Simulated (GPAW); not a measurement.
A run of GPAW 26.7.0:

Contents of run.py:

```python
import numpy as np
from ase import Atoms
from ase.dft.bandgap import bandgap
from ase.io import write
from ase.units import GPa
from gpaw import GPAW, PW, setup_paths
from gpaw.spinorbit import soc_eigenstates

setup_paths.insert(0, '.')

atoms = Atoms(['Se', 'Zn'],
              cell=[[0.0, 2.8338, 2.8338],
                    [2.8338, 0.0, 2.8338],
                    [2.8338, 2.8338, 0.0]],
              scaled_positions=[[0.75, 0.75, 0.75],
                                [0.0, 0.0, 0.0]],
              pbc=True)

calc = GPAW(mode=PW(600),
            xc='GGA_X_SOGGA+GGA_C_PBE_SOL',
            kpts={'size': (7, 7, 7), 'gamma': True},
            occupations={'name': 'fermi-dirac', 'width': 0.05},
            nbands=18,
            convergence={'density': 1e-05, 'energy': 1e-05},
            maxiter=150,
            txt='gpaw.txt')
atoms.calc = calc
energy = atoms.get_potential_energy()
forces = atoms.get_forces()
stress = atoms.get_stress()
calc.write('gs.gpw')
write('result.traj', atoms)
print(f'Energy: {energy:.6f} eV')
print('Forces (eV/A):')
print(forces.round(4))
print('Stress (GPa):', (stress / GPa).round(3))
print('Fermi level:', round(calc.get_fermi_level(), 4), 'eV')
print(f'Gap: {bandgap(calc)[0]:.4f} eV, direct: {bandgap(calc, direct=True)[0]:.4f} eV')

path = atoms.cell.bandpath('GXWKGLUWLK,UX', npoints=80, eps=1e-4)
bs_calc = calc.fixed_density(kpts=path, symmetry='off', nbands=29,
                             convergence={'bands': 'CBM+6.0', 'eigenstates': 1e-6}, txt='bands.txt')
bs = bs_calc.band_structure()
bs.write('bs.json')
print(f'Gap on the path: {bandgap(bs_calc)[0]:.4f} eV')

soc = soc_eigenstates(bs_calc, theta=0, phi=0)
np.savetxt('soc_bands.dat', soc.eigenvalues(), fmt='%.4f')
mesh = soc_eigenstates('gs.gpw', theta=0, phi=0)
np.savetxt('soc_mesh.dat', mesh.eigenvalues(), fmt='%.4f')
print('Fermi level with spin-orbit coupling:', round(mesh.fermi_level, 4), 'eV')
```

Potentials or basis: PAW data sets generated in the run's folder for this functional, pw.

Command:

```bash
$ gpaw-setup -f GGA_X_SOGGA+GGA_C_PBE_SOL Se Zn
$ OMP_NUM_THREADS=1 python run.py
```

Hardware: 1 thread of Intel(R) Xeon(R) 6975P-C (Granite Rapids) (shared host).

Problem. Estimate the wall time of this run.

Solution. Run time: 29 s on 1 thread of Intel(R) Xeon(R) 6975P-C (Granite Rapids) (shared host), peak memory 0.28 GiB. Counts: scf iterations 15, plane waves 1532, bands 18, k points 20.
